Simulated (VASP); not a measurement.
# InAs (Fm-3m) in VASP: single point with PBE

Aim: the single point of InAs with PBE.

Everything below comes from runs of VASP 6.6.1. Logs are shortened: lines on timing, memory, paths and dates and some standing lists are left out, and cuts for length are marked.

**1. The structure**

Symmetry: Fm-3m, No. 225, cubic system. Conventional cell: a = 5.755 Å, b = 5.755 Å, c = 5.755 Å, α = 90.00°, β = 90.00°, γ = 90.00°. In (site symmetry m-3m) has 6 As at 2.88 Å as nearest neighbours. As (site symmetry m-3m) has 6 In at 2.88 Å as nearest neighbours.

Measurements of this composition are mostly on another form, of space group No. 216.

**2. Single point, PBE, spin-orbit coupling, no magnetisation**

Input file INCAR:

```
ALGO = Normal ; EDIFF = 1E-7
ENCUT = 650 ; GGA = PE
GGA_COMPAT = F ; ISIF = 2
ISMEAR = 0 ; LASPH = T
LCHARG = F ; LORBIT = 11
LREAL = F ; LSORBIT = T
LWAVE = F ; MAGMOM = 0 0 0 0 0 0
NBANDS = 34 ; NELM = 100
PREC = Accurate ; SIGMA = 0.02
```

Input file KPOINTS:

```
k-points
0
Gamma
  7 7 7
```

Input file POSCAR:

```
InAs
1.0
    0.0000000000      2.8773040000      2.8773040000
    2.8773040000      0.0000000000      2.8773040000
    2.8773040000      2.8773040000      0.0000000000
In As
1 1
Direct
    0.5000000000      0.5000000000      0.5000000000
    0.0000000000      0.0000000000      0.0000000000
```

Potentials or basis: VASP PAW PBE potentials, release 64 (In_d, As).

Command:

```console
$ cat potpaw_PBE.64/In_d/POTCAR potpaw_PBE.64/As/POTCAR > POTCAR
$ mpirun -np 1 vasp_ncl > vasp.out
```

OUTCAR:

```text
EDIFF = 1E-7
   ENCUT = 650
   GGA = PE
   ISIF = 2
   ISMEAR = 0
   LASPH = T
   LORBIT = 11
   LREAL = F
   LSORBIT = T
   NELM = 100
   PREC = Accurate

 Found     20 irreducible k-points:

 Following reciprocal coordinates:
            Coordinates               Weight
  0.000000  0.000000  0.000000      1.000000
  0.142857  0.000000  0.000000      8.000000
  0.285714  0.000000  0.000000      8.000000
  0.428571  0.000000  0.000000      8.000000
  0.142857  0.142857  0.000000      6.000000
  0.285714  0.142857  0.000000     24.000000
   k-points           NKPTS =     20   k-points in BZ     NKDIM =     20   number of bands    NBANDS=     34
   number of dos      NEDOS =    301   number of ions     NIONS =      2
   total plane-waves  NPLWV =  46656
   dimension x,y,z NGX =    36 NGY =   36 NGZ =   36
   dimension x,y,z NGXF=    72 NGYF=   72 NGZF=   72
   ions per type =               1   1
   NGX,Y,Z   is equivalent  to a cutoff of  14.71, 14.71, 14.71 a.u.
   NGXF,Y,Z  is equivalent  to a cutoff of  29.42, 29.42, 29.42 a.u.
 SYSTEM =  unknown system
   PREC   = accura    normal or accurate (medium, high low for compatibility)
   ISTART =      0    job   : 0-new  1-cont  2-samecut
   ICHARG =      2    charge: 1-file 2-atom 10-const
   ISPIN  =      1    spin polarized calculation?
   LNONCOLLINEAR =      T non collinear calculations
   LSORBIT =      T    spin-orbit coupling
   LASPH  =      T    aspherical Exc in radial PAW
   ENCUT  =  650.0 eV  47.77 Ry    6.91 a.u.   8.46  8.46  8.46*2*pi/ulx,y,z
   NELM   =    100;   NELMIN=  2; NELMDL= -5     # of ELM steps
   EDIFF  = 0.1E-06   stopping-criterion for ELM
   LREAL  =      F    real-space projection
   EDIFFG = 0.1E-05   stopping-criterion for IOM
   NSW    =      0    number of steps for IOM
   IBRION =     -1    ionic relax: 0-MD 1-quasi-New 2-CG
   NFREE  =      0    steps in history (QN), initial steepest desc. (CG)
   ISIF   =      2    stress and relaxation
   ISYM   =      2    0-nonsym 1-usesym 2-fastsym
   POTIM  = 0.5000    time-step for ionic-motion
   TEBEG  =    0.0;   TEEND  =   0.0 temperature during run
   PSTRESS=    0.0 pullay stress
   NELECT =      18.0000    total number of electrons
   NUPDOWN=      -1.0000    fix difference up-down
   EMIN   =  10.00;   EMAX   =-10.00  energy-range for DOS
   EFERMI =   0.00;   METHOD = LEGACY
   ISMEAR =     0;   SIGMA  =   0.02  broadening in eV -4-tet -1-fermi 0-gaus
   EFERMI_NEDOS =   21; number of points for ismear=-14 and -15
   IALGO  =     38    algorithm
   IMIX   =      4    mixing-type and parameters
     AMIX     =   0.40;   BMIX     =  1.00
     AMIX_MAG =   1.60;   BMIX_MAG =  1.00
  volume/ion in A,a.u.               =      23.82       160.75
  Fermi-wavevector in a.u.,A,eV,Ry     =   1.183505  2.236499 19.057448  1.400683
  Thomas-Fermi vector in A             =   2.319738
   LORBIT       =     11    0 simple, 1 ext, 2 COOP (PROOUT), +10 PAW based schemes
   GGA     = PE    functional components
   LHFCALC =     F    Hartree Fock is set to
   AEXX    =    0.0000 exact exchange contribution
   IVDW    =     0    specifies the selected vdW correction
   LEPSILON=     F    determine dielectric tensor
   LRPA    =     F    only Hartree local field effects (RPA)
 Gauss-broadening in eV      SIGMA  =   0.02
  energy-cutoff  :      650.00
  volume of cell :       47.64
 maximum number of plane-waves:      3628
 NGX is ok and might be reduce to    36
   NGX = 17   NGY = 17   NGZ = 17

 number of electron      18.0000003 magnetization       0.0000000     -0.0000000     -0.0000000

 number of electron      18.0000003 magnetization      -0.0000000     -0.0000000     -0.0000000

 number of electron      18.0000003 magnetization       0.0000000      0.0000000      0.0000000

 Free energy of the ion-electron system (eV)
  ---------------------------------------------------
  ext. energy  EPLUGINS =         0.00000000
  ---------------------------------------------------
  free energy    TOTEN  =        -7.38503196 eV

  energy without entropy =       -7.38471770  energy(sigma->0) =       -7.38487483

 E-fermi :   5.9933     XC(G=0): -10.0951

 val. band max:        5.9685313738   @ k =   0.4286   0.0000   0.0000
 cond. band min:       5.9962904753   @ k =   0.2857   0.0000   0.0000
 fundamental gap:      0.0277591015
 Fermi energy:         5.9932606058

 k-point     1 :       0.0000    0.0000    0.0000
  band No.  band energies     occupation
      1      -8.8868      1.00000
      2      -8.8868      1.00000
      3      -8.8868      1.00000
      4      -8.8868      1.00000
      5      -8.0404      1.00000
      6      -8.0404      1.00000
[... 22 lines left out ...]
     29      13.6422      0.00000
     30      13.6422      0.00000

 k-point     2 :       0.1429    0.0000    0.0000
  band No.  band energies     occupation
      1      -8.8891      1.00000
      2      -8.8891      1.00000
      3      -8.8839      1.00000
      4      -8.8839      1.00000
      5      -8.0486      1.00000
      6      -8.0486      1.00000
[... 22 lines left out ...]
     29      13.7327      0.00000
     30      13.7327      0.00000

 k-point     3 :       0.2857    0.0000    0.0000
  band No.  band energies     occupation
      1      -8.8950      1.00000
      2      -8.8950      1.00000
      3      -8.8784      1.00000
      4      -8.8784      1.00000
      5      -8.0676      1.00000
      6      -8.0676      1.00000
[... 22 lines left out ...]
     29      15.0638      0.00000
     30      15.0638      0.00000

 k-point     4 :       0.4286    0.0000    0.0000
  band No.  band energies     occupation
      1      -8.9004      1.00000
      2      -8.9004      1.00000
      3      -8.8749      1.00000
      4      -8.8749      1.00000
      5      -8.0827      1.00000
      6      -8.0827      1.00000
[... 22 lines left out ...]
     29      17.0233      0.00000
     30      17.0233      0.00000

 k-point     5 :       0.1429    0.1429    0.0000
  band No.  band energies     occupation
      1      -8.8906      1.00000
      2      -8.8906      1.00000
      3      -8.8845      1.00000
      4      -8.8845      1.00000
      5      -8.0543      1.00000
      6      -8.0543      1.00000
[... 22 lines left out ...]
     29      15.0006      0.00000
     30      15.0006      0.00000

 k-point     6 :       0.2857    0.1429    0.0000
  band No.  band energies     occupation
      1      -8.8985      1.00000
      2      -8.8985      1.00000
      3      -8.8816      1.00000
      4      -8.8816      1.00000
      5      -8.0734      1.00000
      6      -8.0734      1.00000
[... 22 lines left out ...]
     29      15.7316      0.00000
     30      15.7316      0.00000

 [... further k-points ...]

 [bands above 30 left out]

------------------------ aborting loop because EDIFF is reached ----------------------------------------

  FORCE on cell =-STRESS in cart. coord.  units (eV):
  Direction    XX          YY          ZZ          XY          YZ          ZX
  --------------------------------------------------------------------------------------
  -------------------------------------------------------------------------------------
  Total       -0.0358196     -0.0358196     -0.0358196     -0.0000000     -0.0000000     -0.0000000
  in kB       -1.2046025     -1.2046025     -1.2046025     -0.0000000     -0.0000000     -0.0000000
  external PRESSURE =      -1.2046025 kB  Pullay stress =       0.0000000 kB

 VOLUME and BASIS-vectors are now :
 -----------------------------------------------------------------------------
  energy-cutoff  :      650.00
  volume of cell :       47.64
      direct lattice vectors                 reciprocal lattice vectors
     0.000000000  2.877304000  2.877304000    -0.173773783  0.173773783  0.173773783
     2.877304000  0.000000000  2.877304000     0.173773783 -0.173773783  0.173773783
     2.877304000  2.877304000  0.000000000     0.173773783  0.173773783 -0.173773783

 POSITION                                       TOTAL-FORCE (eV/Angst)
 -----------------------------------------------------------------------------------
      2.87730      2.87730      2.87730         0.000000     -0.000000      0.000000
      0.00000      0.00000      0.00000        -0.000000      0.000000     -0.000000
 -----------------------------------------------------------------------------------
    total drift:                                0.000000      0.000000      0.000000

  FREE ENERGIE OF THE ION-ELECTRON SYSTEM (eV)
  ---------------------------------------------------
  free  energy   TOTEN  =        -7.3850319645 eV

  energy  without entropy=       -7.3847177031  energy(sigma->0) =       -7.38487483

 Spin-Orbit-Coupling matrix elements

 Ion:    1  E_soc:     -0.0672189
 l=   1
     0.0000000    -0.0049998    -0.0049998
    -0.0049998     0.0000000    -0.0049998
    -0.0049998    -0.0049998     0.0000000
 l=   2
     0.0000000    -0.0012665     0.0000000    -0.0012665    -0.0049369
    -0.0012665     0.0000000    -0.0037027    -0.0012665    -0.0012342
     0.0000000    -0.0037027     0.0000000    -0.0037027     0.0000000
    -0.0012665    -0.0012665    -0.0037027     0.0000000    -0.0012342
    -0.0049369    -0.0012342     0.0000000    -0.0012342     0.0000000
 l=   3
     0.0000000     0.0000000     0.0000000     0.0000000     0.0000000     0.0000000     0.0000000
     0.0000000     0.0000000     0.0000000     0.0000000     0.0000000     0.0000000     0.0000000
     0.0000000     0.0000000     0.0000000     0.0000000     0.0000000     0.0000000     0.0000000
     0.0000000     0.0000000     0.0000000     0.0000000     0.0000000     0.0000000     0.0000000
     0.0000000     0.0000000     0.0000000     0.0000000     0.0000000     0.0000000     0.0000000
     0.0000000     0.0000000     0.0000000     0.0000000     0.0000000     0.0000000     0.0000000
     0.0000000     0.0000000     0.0000000     0.0000000     0.0000000     0.0000000     0.0000000

 Ion:    2  E_soc:     -0.0352854
 l=   1
     0.0000000    -0.0058825    -0.0058825
    -0.0058825     0.0000000    -0.0058825
    -0.0058825    -0.0058825     0.0000000
 l=   2
     0.0000000    -0.0000009     0.0000000    -0.0000009     0.0000025
    -0.0000009     0.0000000     0.0000019    -0.0000009     0.0000006
     0.0000000     0.0000019     0.0000000     0.0000019     0.0000000
    -0.0000009    -0.0000009     0.0000019     0.0000000     0.0000006
     0.0000025     0.0000006     0.0000000     0.0000006     0.0000000
 l=   3
     0.0000000     0.0000000     0.0000000     0.0000000     0.0000000     0.0000000     0.0000000
     0.0000000     0.0000000     0.0000000     0.0000000     0.0000000     0.0000000     0.0000000
     0.0000000     0.0000000     0.0000000     0.0000000     0.0000000     0.0000000     0.0000000
     0.0000000     0.0000000     0.0000000     0.0000000     0.0000000     0.0000000     0.0000000
     0.0000000     0.0000000     0.0000000     0.0000000     0.0000000     0.0000000     0.0000000
     0.0000000     0.0000000     0.0000000     0.0000000     0.0000000     0.0000000     0.0000000
     0.0000000     0.0000000     0.0000000     0.0000000     0.0000000     0.0000000     0.0000000

 total charge

# of ion       s       p       d       tot
------------------------------------------
    1        0.878   0.558   9.879  11.314
    2        1.264   1.439   0.023   2.725
--------------------------------------------------
tot          2.141   1.996   9.902  14.040

 magnetization (x)

# of ion       s       p       d       tot
------------------------------------------
    1        0.000   0.000   0.000   0.000
    2        0.000   0.000   0.000   0.000
--------------------------------------------------
tot          0.000   0.000   0.000   0.000

 magnetization (y)

# of ion       s       p       d       tot
------------------------------------------
    1        0.000   0.000   0.000   0.000
    2        0.000   0.000   0.000   0.000
--------------------------------------------------
tot          0.000   0.000   0.000   0.000

 magnetization (z)

# of ion       s       p       d       tot
------------------------------------------
    1        0.000   0.000   0.000   0.000
    2        0.000   0.000   0.000   0.000
--------------------------------------------------
tot          0.000   0.000   0.000   0.000
```

It took 69 s on 1 thread of AMD EPYC 9R45 (Zen 5), shared host; peak memory 0.37 GiB.

The run converged, but some of its settings lie outside the range that counts as converged, so its numbers aren't taken as properties of the crystal.

What came out:

```yaml
Free_energy: -7.3850 eV
Pressure: -0.1 GPa
Valence_electrons_inside_the_program's_atomic_spheres: In 11.31; As 2.73
```

**3. For comparison**

An earlier run on the cell as given: functional PBE; potentials or basis VASP PAW PBE potentials, release 64 (In_d, As); cutoff 520 eV; k mesh 8 × 8 × 8; occupations fermi-dirac, width 0.05 eV; no spin polarisation.

* Pressure: 0.0 GPa
* Band gap on the k mesh: none (metal or under the smearing width)
